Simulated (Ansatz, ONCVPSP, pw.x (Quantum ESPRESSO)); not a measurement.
hafnium (Hf): one change to the ONCV potential, in the atom and in the fcc crystal

Hf (Z = 72), optimised norm-conserving Vanderbilt (ONCV), made with ONCVPSP 4.0.1.1 (patched build) (PBE, scalar-relativistic). Core [Xe] 4f14, reference 5d2 6s2. Waves: 6s: rc 3.20 bohr, ncon 4, nbas 7, qcut 2.4 1/bohr, 3 projectors, debl 2.4 Ha; p scattering state at 0.45 Ha: rc 3.30 bohr, ncon 5, nbas 8, qcut 2.3 1/bohr, 3 projectors, debl 3.5 Ha; 5d: rc 1.85 bohr, ncon 4, nbas 7, qcut 5.5 1/bohr, 2 projectors, debl 2.7 Ha. Local part: polynomial inside 1.80 bohr (lpopt 5, dvloc0 6 Ha). Core correction: none.

In the p channel the program set the typed energies aside and used 0.050, 3.550, 7.050 Ha.

Change: all radii scaled by about 1.16 (s 3.72, p 3.84, d 2.14 bohr); local potential polynomial inside 2.10 bohr (lpopt 5, dvloc0 6 Ha).

Cutoffs, loose and tight: the cutoffs (Ha) at which the residual kinetic energy of the hardest occupied pseudo-wave falls to 1 and 0.1 mHa per electron. They do not see the model core or the augmentation charge, which bear on the density cutoff. Test errors are all-electron minus pseudo excitation energies from the reference, over the configurations 5d2 6s1; 5d2 6s0; 5d1 6s0; 5d2 6s0 6p1; variants that change the core or the reference have their own tests.

Crystal test: fcc Hf in pw.x 7.5, no spin, 13³ k-points, Fermi–Dirac smearing 0.01 Ry, cutoffs set for each file from its atomic test. The reference is all-electron LAPW (Ansatz 0.2.0) with the same functional, mesh and smearing; V0 and B0 come from Birch–Murnaghan fits to the pressures at five volumes. Errors are pseudo minus all-electron; Δ is the rms difference of the E(V) curves that follow from these fits, minima aligned, over ±6 % about the mean V0. Mesh and smearing are coarse, so the numbers serve the comparison and aren't converged zero-temperature values; the lattice is a test structure that the element need not adopt.

All-electron: a0 = 4.490 Å (V0 = 22.63 Å³/atom), B0 = 101.6 GPa.

Question: Does the change bring the crystal closer to the all-electron result?

Answer: The mean pressure error goes from +0.29 to +0.63 GPa, so the change moves the solid further from the all-electron pressures. At 80 % of its cutoff the pressure of the base moves by -0.48 GPa.

| quantity | base | changed |
| --- | --- | --- |
| outcome (atom) | generated, projector energies reset by the program | generated, projector energies reset by the program |
| cutoff, loose (atom) | 12 Ha | 11 Ha |
| cutoff, tight (atom) | 15 Ha | 14 Ha |
| bound ghosts (atom) | none | none |
| largest test error (meV) (atom) | +137 over the solved tests; 1 of 4 tests not solved or not reliable | +103 over the solved tests; 1 of 4 tests not solved or not reliable |
| cutoffs in pw.x (Ry) | 35/140 | 35/140 |
| a0 (Å) | 4.495 | 4.500 |
| a0 error (%) | +0.11 | +0.22 |
| B0 error (%) | -6.9 | -6.6 |
| Δ (meV/atom) | 1.6 | 3.2 |
| mean pressure error (GPa) | +0.29 | +0.63 |

Base: The largest radius (3.30 bohr) exceeds half the bond length (3.00 bohr), so the spheres overlap, which is one possible source of error among others. Atomic configuration tests: 1 of 4 tests not solved or not reliable. The cutoffs count occupied waves only; projector 3 of the p channel, the hardest unoccupied one, needs 31 Ha at the loose tolerance. Changed file: The largest radius (3.84 bohr) exceeds half the bond length (3.00 bohr), so the spheres overlap, which is one possible source of error among others. Atomic configuration tests: 1 of 4 tests not solved or not reliable.
